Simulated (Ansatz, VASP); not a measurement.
# TiC: VASP beside Ansatz

Contents of INCAR:

```
SYSTEM = TiC
PREC = Accurate
ENCUT = 520
EDIFF = 1E-6
ISMEAR = -1
SIGMA = 0.05
LREAL = .FALSE.
LASPH = .TRUE.
NELM = 80
ALGO = Normal
ISIF = 2
LWAVE = .FALSE.
LCHARG = .FALSE.
GGA = PE
NBANDS = 15
```

Contents of KPOINTS:

```
Automatic mesh
0
G
  10 10 10
  0 0 0
```

Contents of POSCAR:

```
TiC
1.0
    3.0821220908      0.0000000000      0.0000000000
   -1.5410559796      2.6691887126      0.0000000000
    0.0000000000      0.0000000000      2.7334736767
Ti C
1 1
Direct
    0.0000000000      0.0000000000      0.5000000000
    0.3333300000      0.6666700000      0.0000000000
```

File input.yaml:

```yaml
crystal:
  lattice:
    - [3.0821220908, 0.0, 0.0]
    - [-1.5410559796, 2.6691887126, 0.0]
    - [0.0, 0.0, 2.7334736767]
  atoms:
    - { symbol: Ti, position: [0.0, 0.0, 0.5] }
    - { symbol: C, position: [0.33333, 0.66667, 0.0] }
hamiltonian:
  xc: pbe
  pseudopotentials: { kind: paw }
kpoints:
  mp_grid: { grid: [10, 10, 10] }
scf:
  occupations: { method: fermi_dirac, width: 0.05 }
output:
  forces: true
  stress: true
  eigenvalues: true
```

The cell was built by a generator and needn't be a form met in nature.

Alike in both runs: task single point; functional PBE; k mesh 10 × 10 × 10; occupations fermi-dirac, width 0.05 eV; no spin polarisation.

|  | VASP | Ansatz |
| --- | --- | --- |
| version | VASP 6.6.1 | Ansatz 0.2.0 |
| potentials or method | VASP PAW PBE potentials, release 64 (Ti_sv, C) | Ansatz PAW |
| plane-wave cutoff (eV) | 520 | 420 |
| valence electrons in the cell | 16 | 16 |

VASP gave:

| Property | Result |
| --- | --- |
| gap on the k mesh at the Fermi level (eV) | none |
| pressure (GPa) | -7.6 |
| largest component of the traceless stress (GPa) | 1.48 |

Q: Which values does Ansatz return?

A: gap on the k mesh at the Fermi level (eV): none; pressure (GPa): -7.8; largest component of the traceless stress (GPa): 1.49.

A gap of «none» marks a metal or a gap that the smearing closes.
